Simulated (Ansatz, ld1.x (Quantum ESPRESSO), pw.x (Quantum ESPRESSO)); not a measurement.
pw.x on diamond Al: one setting changed

Potential: norm-conserving Troullier–Martins (Kleinman–Bylander form), ld1.x (Quantum ESPRESSO) 7.5, PBE; core [Ne], reference 3s1 3p0; waves: 3s (bound): rc 1.30 bohr; 3p (bound, empty): rc 2.10 bohr; 3d channel at 0.15 Ry: rc 2.15 bohr; local part: the d channel; core correction: none.

The reference run (k-mesh 8³, cutoffs 100/400 Ry, Fermi–Dirac 0.01 Ry, mixing_beta 0.4, conv_thr 1e-9, no spin) gives -0.36 GPa at 27.707 Å³/atom, where all-electron LAPW gives -0.02 GPa. This run, with its own iteration cap, changes k-mesh shift to 1.

```
&control
  calculation='scf', prefix='x', pseudo_dir='./', outdir='./tmp', tstress=.true., disk_io='none'
/
&system
  ibrav=0, nat=2, ntyp=1, ecutwfc=100, ecutrho=400, nbnd=10,
  occupations='smearing', smearing='fd', degauss=0.01
/
&electrons
  conv_thr=1e-09, mixing_beta=0.4, electron_maxstep=60
/
ATOMIC_SPECIES
Al 1.0 Al.UPF
CELL_PARAMETERS angstrom
  0.00000000 3.02595990 3.02595990
  3.02595990 0.00000000 3.02595990
  3.02595990 3.02595990 0.00000000
ATOMIC_POSITIONS crystal
Al 0.0000 0.0000 0.0000
Al 0.2500 0.2500 0.2500
K_POINTS automatic
8 8 8 1 1 1
```

```bash
pw.x < Al.scf.in > Al.scf.out
```

Task: How does the run end?

Result: It converges in 12 iterations; the free energy moves by +0.5 meV/atom and the pressure by +0.01 GPa. The result is that of the reference run.

```
Message from routine setup:
     using ibrav=0 with symmetry is DISCOURAGED, use correct ibrav instead
     lattice parameter (alat)  =       8.0868  a.u.
     unit-cell volume          =     373.9522 (a.u.)^3
     number of electrons       =         6.00
     number of Kohn-Sham states=           10
     kinetic-energy cutoff     =     100.0000  Ry
     charge density cutoff     =     400.0000  Ry
     scf convergence threshold =      1.0E-09
     Exchange-correlation= PBE
     number of k points=    60  Fermi-Dirac smearing, width (Ry)=  0.0100
     iteration #  1     ecut=   100.00 Ry     beta= 0.40
     total energy              =      -8.23242128 Ry
     estimated scf accuracy    <       0.21828344 Ry
     iteration #  2     ecut=   100.00 Ry     beta= 0.40
     total energy              =      -8.21560596 Ry
     estimated scf accuracy    <       0.06888254 Ry
     iteration #  3     ecut=   100.00 Ry     beta= 0.40
     total energy              =      -8.22033756 Ry
     estimated scf accuracy    <       0.00127704 Ry
     iteration #  4     ecut=   100.00 Ry     beta= 0.40
     total energy              =      -8.22069147 Ry
     estimated scf accuracy    <       0.00028920 Ry
     iteration #  5     ecut=   100.00 Ry     beta= 0.40
     total energy              =      -8.22072133 Ry
     estimated scf accuracy    <       0.00000029 Ry
     iteration #  6     ecut=   100.00 Ry     beta= 0.40
     total energy              =      -8.22072492 Ry
     estimated scf accuracy    <       0.00000024 Ry
     iteration #  7     ecut=   100.00 Ry     beta= 0.40
     total energy              =      -8.22072502 Ry
     estimated scf accuracy    <       0.00000009 Ry
     iteration #  8     ecut=   100.00 Ry     beta= 0.40
     total energy              =      -8.22072505 Ry
     estimated scf accuracy    <          6.9E-09 Ry
     iteration #  9     ecut=   100.00 Ry     beta= 0.40
     total energy              =      -8.22072505 Ry
     estimated scf accuracy    <          2.3E-09 Ry
     iteration # 10     ecut=   100.00 Ry     beta= 0.40
     total energy              =      -8.22072505 Ry
     estimated scf accuracy    <          2.6E-09 Ry
     iteration # 11     ecut=   100.00 Ry     beta= 0.40
     total energy              =      -8.22072506 Ry
     estimated scf accuracy    <          1.1E-09 Ry
     iteration # 12     ecut=   100.00 Ry     beta= 0.40
     the Fermi energy is     2.6850 ev
!    total energy              =      -8.22072506 Ry
     estimated scf accuracy    <          3.1E-11 Ry
     smearing contrib. (-TS)   =      -0.00697074 Ry
     The total energy is F=E-TS. E is the sum of the following terms:
     one-electron contribution =       2.78925089 Ry
     hartree contribution      =       0.41457607 Ry
     xc contribution           =      -2.93923466 Ry
     ewald contribution        =      -8.47834662 Ry
     convergence has been achieved in  12 iterations
          total   stress  (Ry/bohr**3)                   (kbar)     P=       -3.54
     Message from routine punch:
     Nothing written, as per user request (disk_io='none')
```

The run took about 84 s on one core of a shared host (Neoverse-V1, 32 threads, 247 GiB, load 16).
